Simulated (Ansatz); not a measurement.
# Si: a trial structure relaxed, part 2 of 2

The task: take a trial cell of Si to zero force and stress.

Ansatz 0.2.0; DFT PBE, scalar-relativistic, plane waves, PAW.

## Step 4: Final relaxation

The end of the coarse run is made exact in the group found at a tolerance of 0.06 Å and reduced to its primitive cell.

The input, input.yaml:

```yaml
crystal:
  lattice:
    - [2.8694871067, -5.9754846142, 0.0]
    - [2.8694871067, 5.9754846142, 0.0]
    - [0.0, 0.0, 3.8495948469]
  atoms:
    - { symbol: Si, position: [0.0113654871, 0.4016344408, 0.75] }
    - { symbol: Si, position: [0.4016344408, 0.0113654871, 0.25] }
    - { symbol: Si, position: [0.5983655592, 0.9886345129, 0.75] }
    - { symbol: Si, position: [0.9886345129, 0.5983655592, 0.25] }
    - { symbol: Si, position: [0.4440563341, 0.5559436659, 0.75] }
    - { symbol: Si, position: [0.5559436659, 0.4440563341, 0.25] }
basis:
  ecutwfc: 420
kpoints:
  mp_grid: { grid: [8, 8, 10] }
hamiltonian:
  xc: pbe
scf:
  occupations: { method: gaussian, width: 0.02 }
output:
  forces: true
  stress: true
  eigenvalues: true
  write_density: true
  write_potential: true
  elf: true
  volumetric_format: npy
relax:
  adjacent_minimum: "off"
  f_tol: 0.01
  max_steps: 80
  cell: { stress_tol: 0.05 }
```

Started as:

```
ansatz run input.yaml --threads 1 --pin off --max-ram 2560MiB --backend cpu --events-out ev --progress --plain --runs-dir out
```

Output:

```text
Warning: RAYON_NUM_THREADS=1 ignored (pool sized by the plan → 1); use --threads N
Engine: ansatz 0.2.0, aarch64-unknown-linux-gnu
Pseudopotentials: kind: paw
Pseudopotential: Si, paw, valence charge 4, recommended cutoff 420 eV (normal), Si.paw.azcp
Functional definition: PBE
  parameter kappa = 0.804
  parameter beta = 0.06672455060314922
  exchange = pbe_x(kappa = kappa, mu = beta*pi^2/3)
  correlation = pbe_c(beta = beta)
Crystal: 6 atoms, lattice volume = 132.015 Å³
Basis set: ecut = 420 eV, 2571 PW (Γ), exchange–correlation on 90×90×54 points (8 copies of the dense FFT grid, shifted against one another)
Bands: 18, of which v1, the nominal top of the filled ones, is band 12 counted from 1 (11 counted from 0)
Symmetry: 8 space group operations
Space group: Cmcm (ITA 63), of the structure as read, at distance tolerance 5.1e-5 Å
k-points: 126 of 640
Non-local potential: Si, projectors of the file, l = 0: 2, l = 1: 2, l = 2: 2
PAW form: soft (Blöchl's): semilocal exchange-correlation on the pseudo side does not see the compensation charge
PAW one-centre angular grid: Si, 110 points (default); XC on 64 Gauss nodes
Initial density: superposition of atomic densities (neutral atoms: chi_scale 0, normalization atom), corrected by the library's trained network
Initial wavefunctions: pseudopotential atomic-orbital guess
Functional: x = pbe(κ = 0.804, μ = 0.2195149727645171), c = pbe(β = 0.06672455060314922)
SCF iter   1: F=—  HF=-3814.326521 eV  |F-HF|=—  |Δ(HF+E_count)|=         —  Δρ=1.46e-3  dr2=2.88e-3  ethr=1.77e-3  ⟨swp⟩=7.4  Hψ=15338  notcnv=0  defer=3
preconditioner: auto → Resta (q_TF=auto, 2.053 Å⁻¹)  ε∞=5.2  [insulator: Δε(μ)=0.421 eV  Ē_g=7.721 eV  σ=0.020 eV  W_gap=1.00  n_scr=24 (ndim 8)  ℏωp=15.8 eV  f_vac=0.023  D(μ)=0.00/eV (n_scr^D=0)  ε∞_Penn≈5.2]
SCF iter   2: F=—  HF=-3814.327800 eV  |F-HF|=—  |Δ(HF+E_count)|=   1.28e-3  Δρ=7.86e-4  dr2=8.07e-4  ethr=1.20e-5  ⟨swp⟩=2.2  Hψ=5048  notcnv=0  defer=182
SCF iter   3: F=—  HF=-3814.328387 eV  |F-HF|=—  |Δ(HF+E_count)|=   5.88e-4  Δρ=1.36e-4  dr2=3.73e-5  ethr=3.36e-6  ⟨swp⟩=2.4  Hψ=3809  notcnv=0  defer=182
SCF iter   4: F=—  HF=-3814.328440 eV  |F-HF|=—  |Δ(HF+E_count)|=   5.26e-5  Δρ=4.33e-5  dr2=6.93e-6  ethr=1.55e-7  ⟨swp⟩=2.2  Hψ=3396  notcnv=0  defer=182
SCF iter   5: F=—  HF=-3814.328454 eV  |F-HF|=—  |Δ(HF+E_count)|=   1.38e-5  Δρ=1.17e-5  dr2=6.59e-7  ethr=2.89e-8  ⟨swp⟩=2.0  Hψ=3516  notcnv=0  defer=182
SCF iter   6: F=-3814.328454 eV  HF=-3814.328454 eV  |F-HF|=1.58e-8  |Δ(HF+E_count)|=   5.99e-7  Δρ=3.46e-6  dr2=3.58e-8  ethr=4.17e-10  ⟨swp⟩=14.5  Hψ=19366  notcnv=0
SCF 1 converged in 6 iterations: F = -3814.328454 eV  dr2 = 3.58e-8
relax step   1: F+E_penalty+E_count = -3814.32845448 eV  Δ(F+E_penalty+E_count) = +0.000e0 eV  max|allowed force component| = 2.640e-2 eV/Å  Δτ_max = 0.0000 Å  P = +0.117 GPa  Ω = 132.015 Å³  (6 SCF iters, dr2 threshold 1.00e-7 eV, accepted)
Crystal: 6 atoms, lattice volume = 132.152 Å³
Initial density: handed on by an earlier stage of this run
Initial wavefunctions: those handed on with the density
iter 1 solved again at ethr=2.03e-7 eV; its pass at ethr=3.10e-3 eV (dr2=4.86e-5 eV) is discarded
SCF iter   1: F=—  HF=-3814.328666 eV  |F-HF|=—  |Δ(HF+E_count)|=         —  Δρ=1.90e-4  dr2=6.53e-5  ethr=2.03e-7  ⟨swp⟩=2.5  Hψ=15421  notcnv=0
preconditioner: auto → Resta (q_TF=auto, 2.053 Å⁻¹)  ε∞=5.2  [insulator: Δε(μ)=0.432 eV  Ē_g=7.718 eV  σ=0.020 eV  W_gap=1.00  n_scr=24 (ndim 8)  ℏωp=15.8 eV  f_vac=0.029  D(μ)=0.00/eV (n_scr^D=0)  ε∞_Penn≈5.2]
SCF iter   2: F=—  HF=-3814.328646 eV  |F-HF|=—  |Δ(HF+E_count)|=   2.08e-5  Δρ=1.04e-4  dr2=1.95e-5  ethr=2.03e-7  ⟨swp⟩=1.8  Hψ=3239  notcnv=0
SCF iter   3: F=—  HF=-3814.328640 eV  |F-HF|=—  |Δ(HF+E_count)|=   5.52e-6  Δρ=1.08e-5  dr2=2.02e-7  ethr=8.12e-8  ⟨swp⟩=2.6  Hψ=3730  notcnv=0
SCF iter   4: F=-3814.328640 eV  HF=-3814.328640 eV  |F-HF|=1.05e-8  |Δ(HF+E_count)|=   1.31e-7  Δρ=1.74e-6  dr2=6.72e-9  ethr=4.55e-10  ⟨swp⟩=10.4  Hψ=17192  notcnv=0
SCF 2 converged in 4 iterations: F = -3814.328640 eV  dr2 = 6.72e-9
relax step   2: F+E_penalty+E_count = -3814.32864026 eV  Δ(F+E_penalty+E_count) = -1.858e-4 eV  max|allowed force component| = 1.732e-2 eV/Å  Δτ_max = 0.0017 Å  P = +0.021 GPa  Ω = 132.152 Å³  energy of the carried Pulay correction = -1.665e-5 eV  (4 SCF iters, dr2 threshold 1.09e-7 eV, accepted)
Crystal: 6 atoms, lattice volume = 132.204 Å³
iter 1 solved again at ethr=3.41e-8 eV; its pass at ethr=3.10e-3 eV (dr2=8.20e-6 eV) is discarded
SCF iter   1: F=—  HF=-3814.328700 eV  |F-HF|=—  |Δ(HF+E_count)|=         —  Δρ=7.12e-5  dr2=9.95e-6  ethr=3.41e-8  ⟨swp⟩=2.7  Hψ=15329  notcnv=0
preconditioner: auto → Resta (q_TF=auto, 2.053 Å⁻¹)  ε∞=5.2  [insulator: Δε(μ)=0.430 eV  Ē_g=7.717 eV  σ=0.020 eV  W_gap=1.00  n_scr=24 (ndim 8)  ℏωp=15.8 eV  f_vac=0.029  D(μ)=0.00/eV (n_scr^D=0)  ε∞_Penn≈5.2]
SCF iter   2: F=—  HF=-3814.328694 eV  |F-HF|=—  |Δ(HF+E_count)|=   6.68e-6  Δρ=3.97e-5  dr2=2.89e-6  ethr=3.41e-8  ⟨swp⟩=1.8  Hψ=3092  notcnv=0
SCF iter   3: F=—  HF=-3814.328693 eV  |F-HF|=—  |Δ(HF+E_count)|=   6.10e-7  Δρ=4.70e-6  dr2=5.68e-8  ethr=1.20e-8  ⟨swp⟩=2.5  Hψ=3549  notcnv=0
SCF iter   4: F=-3814.328693 eV  HF=-3814.328693 eV  |F-HF|=6.46e-9  |Δ(HF+E_count)|=   1.83e-8  Δρ=1.29e-6  dr2=7.79e-9  ethr=7.82e-11  ⟨swp⟩=8.5  Hψ=13761  notcnv=0
SCF 3 converged in 4 iterations: F = -3814.328693 eV  dr2 = 7.79e-9
relax step   3: F+E_penalty+E_count = -3814.32869301 eV  Δ(F+E_penalty+E_count) = -5.276e-5 eV  max|allowed force component| = 4.854e-3 eV/Å  Δτ_max = 0.0009 Å  P = +0.003 GPa  Ω = 132.204 Å³  energy of the carried Pulay correction = -2.289e-5 eV  (4 SCF iters, dr2 threshold 1.88e-8 eV, accepted)
Initial wavefunctions: pseudopotential atomic-orbital guess (no wavefunctions were taken with the density)
iter 1 solved again at ethr=1.40e-7 eV; its pass at ethr=3.10e-3 eV (dr2=3.35e-5 eV) is discarded
SCF iter   1: F=—  HF=-3814.328721 eV  |F-HF|=—  |Δ(HF+E_count)|=         —  Δρ=2.15e-6  dr2=9.16e-9  ethr=1.40e-7  ⟨swp⟩=3.8  Hψ=22239  notcnv=0
eigensolver tolerance schedule: the retry pair's looser diagonalisation over-reported the residual by 3656.09 of it (diagonalisation noise at 0.20 of the residual, at the tolerance the schedule requests for it); recorded, not acted on — ethr = c·dr2/N_el stays at c = 1.0e-1
preconditioner: auto → Resta (q_TF=auto, 2.053 Å⁻¹)  ε∞=5.2  [insulator: Δε(μ)=0.431 eV  Ē_g=7.717 eV  σ=0.020 eV  W_gap=1.00  n_scr=24 (ndim 8)  ℏωp=15.8 eV  f_vac=0.029  D(μ)=0.00/eV (n_scr^D=0)  ε∞_Penn≈5.2]
SCF iter   2: F=—  HF=-3814.328716 eV  |F-HF|=—  |Δ(HF+E_count)|=   5.62e-6  Δρ=1.29e-6  dr2=4.33e-9  ethr=3.82e-11  ⟨swp⟩=3.2  Hψ=5105  notcnv=0
SCF iter   3: F=—  HF=-3814.328716 eV  |F-HF|=—  |Δ(HF+E_count)|=   1.99e-8  Δρ=5.40e-7  dr2=9.93e-10  ethr=1.80e-11  ⟨swp⟩=2.3  Hψ=3514  notcnv=0
SCF iter   4: F=—  HF=-3814.328716 eV  |F-HF|=—  |Δ(HF+E_count)|=  3.17e-10  Δρ=4.32e-7  dr2=1.50e-10  ethr=4.14e-12  ⟨swp⟩=2.2  Hψ=3551  notcnv=0
SCF iter   5: F=-3814.328716 eV  HF=-3814.328716 eV  |F-HF|=1.00e-11  |Δ(HF+E_count)|=  8.56e-10  Δρ=1.09e-7  dr2=1.04e-11  ethr=1.00e-12  ⟨swp⟩=6.7  Hψ=11013  notcnv=0
SCF 4 converged in 5 iterations: F = -3814.328716 eV  dr2 = 1.04e-11
relax step   4: F+E_penalty+E_count = -3814.32871574 eV  Δ(F+E_penalty+E_count) = -2.273e-5 eV  max|allowed force component| = 4.848e-3 eV/Å  Δτ_max = 0.0000 Å  P = +0.004 GPa  Ω = 132.204 Å³  stress off target by 6.74e-3 GPa  SCF on the basis re-selected at this cell (its energy is not comparable with the rows above)  (5 SCF iters)
basis re-selected at this cell: Δ(F+E_penalty+E_count) = -2.273e-5 eV, ΔP = +0.000 GPa vs the last step (what re-selecting the basis moved, of the pressure what is left beyond the Pulay correction that the steps carried, after the strain that the cell walked since its last selection, with what the two solves' SCF thresholds leave and, on support functions, any second-order correction that the steps lacked; it is no measure of the basis error at this ecutwfc). This SCF's stress stands 6.74e-3 GPa from its target on what of the cell is left free (relax.cell.stress_tol is 5.00e-2 GPa) and its largest allowed force component is 4.85e-3 eV/Å (relax.f_tol is 1.00e-2 eV/Å): within both
SCF converged after 5 iterations
Free energy (F): -3814.328716 eV
Harris-Foulkes:  -3814.328716 eV  (|F-HF|=1.00e-11)
Internal energy: -3814.328716 eV  (E = F + TS)
E sigma→0 (E₀):  -3814.328716 eV
Fermi energy:    5.450223 eV
--- Per-component energies (eV) ---
  E_band       = 6.302656
  E_kinetic    = 240.259587
  E_local      = -271.322758  (includes V_loc(G=0)·N_el)
  E_nonlocal   = 155.143534
  E_hartree    = 88.042134
  E_xc         = -330.223992
  E_vxc        = -279.231924  (∫ρ·V_xc dr)
  E_paw        = -3076.437721  (= ΣΔE_a)
  E_vpaw       = -14.630108  (= ΣTr[D̂ρ^β])
  E_aug_tail   = 0.000037  (compensation charges beyond the density's cutoff)
  E_ewald      = -619.789536
  E_smearing   = -0.000000  (= −TS)
  E_closure    = -0.000000  (closes the sum)
  Σ components = -3814.328716   (vs F -3814.328716, Δ=0.00e0)
--- Forces (eV/Å), atoms counted from 1 ---
  atom   1  Si    -0.00085149     0.00295606    -0.00000000
  atom   2  Si    -0.00085149    -0.00295606    -0.00000000
  atom   3  Si     0.00085149     0.00295606     0.00000000
  atom   4  Si     0.00085149    -0.00295606     0.00000000
  atom   5  Si     0.00000000    -0.00484776     0.00000000
  atom   6  Si     0.00000000     0.00484776     0.00000000
  max |Σ_I F_I| component: 1.39e-17 eV/Å
--- Stress (GPa, compression-positive) ---
        0.006744       0.000000       0.000000
        0.000000       0.006608       0.000000
        0.000000       0.000000      -0.002263
  P = ⅓ Tr σ = 0.0037 GPa (0.037 kbar)
--- Band table (eV; the first three rows and the last of 126) ---
  k-point 0: bands = ["-6.6501", "-3.6292", "-2.7999", "-2.6023", "-0.9681", "0.4056", "2.4381", "3.0512", "4.3764", "4.5101", "5.0980", "5.2349", "5.6671", "7.2577", "7.4307", "7.7706", "8.0386", "8.5784"]
  k-point 1: bands = ["-6.5626", "-3.5388", "-2.7109", "-2.6275", "-0.9275", "0.4453", "1.9294", "3.0167", "3.7914", "4.1636", "4.6415", "5.0088", "6.4305", "7.4187", "7.6493", "7.7872", "8.4310", "8.4346"]
  k-point 2: bands = ["-6.3022", "-3.2695", "-2.7723", "-2.4457", "-0.8283", "0.5230", "1.1894", "2.5871", "2.8454", "3.6125", "3.6143", "4.7230", "6.8626", "7.6560", "8.0117", "8.3666", "8.5404", "9.6013"]
  k-point 125: bands = ["-4.4225", "-4.4225", "-2.2582", "-2.2582", "-0.7958", "-0.7958", "1.2921", "1.2921", "3.0520", "3.0520", "3.6352", "3.6352", "6.0867", "6.0867", "7.3272", "7.3272", "8.2345", "8.2345"]
--- Relaxed structure (3 steps of the walk, 3 accepted, 1 SCFs on fresh bases) ---
  F+E_penalty+E_count = -3814.32871574 eV   max|allowed force component| = 4.848e-3 eV/Å   (the final SCF, on the basis selected at the relaxed cell)
  cell:  # Å, volume = 132.2036 Å³
    - [2.872115777155963, -5.982726566283737, -3.29183905390975e-33]
    - [2.872115777155963, 5.982726566283737, -1.4837098457989429e-33]
    - [-3.203347454064647e-33, 5.824268098299359e-34, 3.846910838348201]
  atoms:
    - { symbol: Si, position: [0.011119724320151653, 0.40148179575225684, 0.75] }
    - { symbol: Si, position: [0.40148179575225684, 0.011119724320151653, 0.25] }
    - { symbol: Si, position: [0.598518204247743, 0.9888802756798483, 0.75] }
    - { symbol: Si, position: [0.9888802756798483, 0.598518204247743, 0.25] }
    - { symbol: Si, position: [0.4439771201193779, 0.5560228798806222, 0.75] }
    - { symbol: Si, position: [0.5560228798806222, 0.4439771201193779, 0.25] }
```

Run time: 69 s. Hardware: 1 thread of Arm Neoverse V2, shared host; peak memory 0.54 GiB.

Relaxation path:

| step | E - E(step 1) (eV/cell) | largest force component (eV/Å) | pressure (GPa) | volume (Å³) |
| --- | --- | --- | --- | --- |
| 1 | 0.0000 | 0.0264 | 0.12 | 132.01 |
| 2 | -0.0002 | 0.0173 | 0.02 | 132.15 |
| 3 | -0.0002 | 0.0049 | 0.00 | 132.20 |
| 4 | -0.0003 | 0.0048 | 0.00 | 132.20 |

Step 1 is the start. Step 4 repeats the geometry before it on a plane-wave basis chosen anew for that cell, so its energy need not be comparable with the rows above.

Lengths and angles in the start's conventional setting:

|  | before | after | change |
| --- | --- | --- | --- |
| a (Å) | 5.739 | 5.744 | +0.1 % |
| b (Å) | 11.951 | 11.965 | +0.1 % |
| c (Å) | 3.850 | 3.847 | -0.1 % |
| volume (Å³/atom) | 22.00 | 22.03 | +0.1 % |
| shortest distance (Å) | 2.344 | 2.345 | 0.0 % |
| space group (0.01 Å) | Cmcm | Cmcm | same |

The run keeps the 8 symmetry operations of the start, so it could not have lowered the symmetry.

The maps below are laid out on this run's own conventional cell (a, b, c = 5.744, 11.965, 3.847 Å).

Density in a lattice plane of the grid's cell (edges 5.74 and 11.97 Å, at 0.250 of the third edge), which holds Si.

Ten even steps from '0' (0.01 e/Å³) to '9' (0.53 e/Å³):
```
001254045210
223699599632
775797579757
982263236228
455652125655
113321012331
000100000100
100000000000
321000000012
653100000135
045210001254
599632223699
579757775797
236228982263
125655455652
012331113321
000100000100
000000100000
000012321000
000135653100
```
Columns run along the first of these edges and rows up along the second, over one cell in 12 and 20 even steps from the bottom left corner. Atoms in the plane (fractional): Si at (0.21, 0.80), Si at (0.71, 0.30), Si at (0.29, 0.30), Si at (0.79, 0.80), Si at (1.00, 0.44), Si at (0.50, 0.94).

ELF in the same plane.

Ten even steps from ' ' (0.00) to '@' (0.94):
```
..::--**##--++--##**--::
##**##@@@@%%--%%@@@@##**
@@@@==##@@%%**%%@@##==@@
@@%%----====..====----%%
**++--++++::  ::++++--++
..::==++==..  ..==++==::
      ....      ....    
                        
++==..              ..==
++++==::          ::==++
++--##**--::..::--**##--
--%%@@@@##**##**##@@@@%%
**%%@@##==@@@@@@==##@@%%
..====----%%@@%%----====
  ::++++--++**++--++++::
  ..==++==::..::==++==..
    ....          ....  
                        
        ..==++==..      
      ::==++++++==::    
```
Columns run along the first of these edges and rows up along the second, over one cell in 12 and 20 even steps from the bottom left corner. Atoms in the plane (fractional): Si at (0.21, 0.80), Si at (0.71, 0.30), Si at (0.29, 0.30), Si at (0.79, 0.80), Si at (1.00, 0.44), Si at (0.50, 0.94).

Both are smooth fields of the valence electrons: close to the nuclei they are not physical.

The highest ELF values outside the cores: 0.96 on the Si–Si line, 1.2 Å from Si.

## Step 5: Changing settings: ecutrho_ratio 8

The input, input.yaml:

```yaml
crystal:
  lattice:
    - [2.8721157772, -5.9827265663, 0.0]
    - [2.8721157772, 5.9827265663, 0.0]
    - [0.0, 0.0, 3.8469108383]
  atoms:
    - { symbol: Si, position: [0.0111197243, 0.4014817958, 0.75] }
    - { symbol: Si, position: [0.4014817958, 0.0111197243, 0.25] }
    - { symbol: Si, position: [0.5985182042, 0.9888802757, 0.75] }
    - { symbol: Si, position: [0.9888802757, 0.5985182042, 0.25] }
    - { symbol: Si, position: [0.4439771201, 0.5560228799, 0.75] }
    - { symbol: Si, position: [0.5560228799, 0.4439771201, 0.25] }
basis:
  ecutwfc: 420
  ecutrho_ratio: 8
kpoints:
  mp_grid: { grid: [8, 8, 10] }
hamiltonian:
  xc: pbe
scf:
  occupations: { method: gaussian, width: 0.02 }
output:
  forces: true
  eigenvalues: true
  stress: true
```

Started as:

```
ansatz run input.yaml --threads 1 --pin off --max-ram 2560MiB --backend cpu --events-out ev --progress --plain --runs-dir out
```

Output, shortened:

```text
Warning: RAYON_NUM_THREADS=1 ignored (pool sized by the plan → 1); use --threads N
[...]
Pseudopotentials: kind: paw
Pseudopotential: Si, paw, valence charge 4, recommended cutoff 420 eV (normal), Si.paw.azcp
Functional definition: PBE
[...]
Crystal: 6 atoms, lattice volume = 132.204 Å³
Basis set: ecut = 420 eV, 2571 PW (Γ), exchange–correlation on 128×128×80 points (8 copies of the dense FFT grid, shifted against one another)
Bands: 18, of which v1, the nominal top of the filled ones, is band 12 counted from 1 (11 counted from 0)
Symmetry: 8 space group operations
Space group: Cmcm (ITA 63), of the structure as read, at distance tolerance 5.1e-5 Å
k-points: 126 of 640
[...]
SCF iter   1: F=—  HF=-3814.326792 eV  |F-HF|=—  |Δ(HF+E_count)|=         —  Δρ=1.46e-3  dr2=2.93e-3  ethr=1.77e-3  ⟨swp⟩=7.5  Hψ=15353  notcnv=0  defer=3
[...]
SCF iter   6: F=-3814.328713 eV  HF=-3814.328713 eV  |F-HF|=1.71e-8  |Δ(HF+E_count)|=   6.36e-7  Δρ=3.63e-6  dr2=3.96e-8  ethr=4.17e-10  ⟨swp⟩=8.7  Hψ=11878  notcnv=0
[...]
SCF converged after 6 iterations
Free energy (F): -3814.328713 eV
[...]
E sigma→0 (E₀):  -3814.328713 eV
Fermi energy:    5.450165 eV
[...]
--- Forces (eV/Å), atoms counted from 1 ---
  atom   1  Si    -0.00083235     0.00295832     0.00000000
  atom   2  Si    -0.00083235    -0.00295832     0.00000000
  atom   3  Si     0.00083235     0.00295832     0.00000000
  atom   4  Si     0.00083235    -0.00295832     0.00000000
  atom   5  Si     0.00000000    -0.00480756     0.00000000
  atom   6  Si     0.00000000     0.00480756     0.00000000
[...]
--- Stress (GPa, compression-positive) ---
        0.006863       0.000000       0.000000
        0.000000       0.006416       0.000000
        0.000000       0.000000      -0.002406
  P = ⅓ Tr σ = 0.0036 GPa (0.036 kbar)
--- Band table (eV; the first three rows and the last of 126) ---
  k-point 0: bands = ["-6.6501", "-3.6292", "-2.8000", "-2.6024", "-0.9682", "0.4056", "2.4380", "3.0512", "4.3764", "4.5100", "5.0980", "5.2349", "5.6671", "7.2576", "7.4307", "7.7705", "8.0385"]
[...]
```

Run time: 16 s. Hardware: 1 thread of Arm Neoverse V2, shared host; peak memory 0.59 GiB.

| run | ending | energy change | pressure (GPa) | gap (eV) | force (eV/Å) | cycles | time |
| --- | --- | --- | --- | --- | --- | --- | --- |
| step 4 | converged | 0 | 0.0 | 0.43 | 0.00 | - | 69 s |
| variant | converged | 0.0 meV/atom | 0.0 | 0.43 | 0.00 | 6 | 16 s |

Changing the numerical grids leaves the energy as it was (0.0 meV/atom).

## Step 6: What came out

What follows sums up all 2 parts. Changes of volume or cell count from the first structure of part 1.

| quantity | value |
| --- | --- |
| symmetry at the end (tolerance 0.02 Å) | space group Cmcm (No. 63) |
| conventional cell | a = 5.744 Å, b = 11.965 Å, c = 3.847 Å, α = 90.00°, β = 90.00°, γ = 90.00° |
| volume | 22.03 Å³/atom |
| energy over the standard state | +0.09 eV/atom |
| gap on the mesh | 0.43 eV |

The space group Cmcm (No. 63) is kept, and the volume per atom grows by 21.2 % from the first guess. It lies above the element's standard state, so it is metastable at best. No finished test with a distortion of lower symmetry is shown, so the end may be a saddle point.
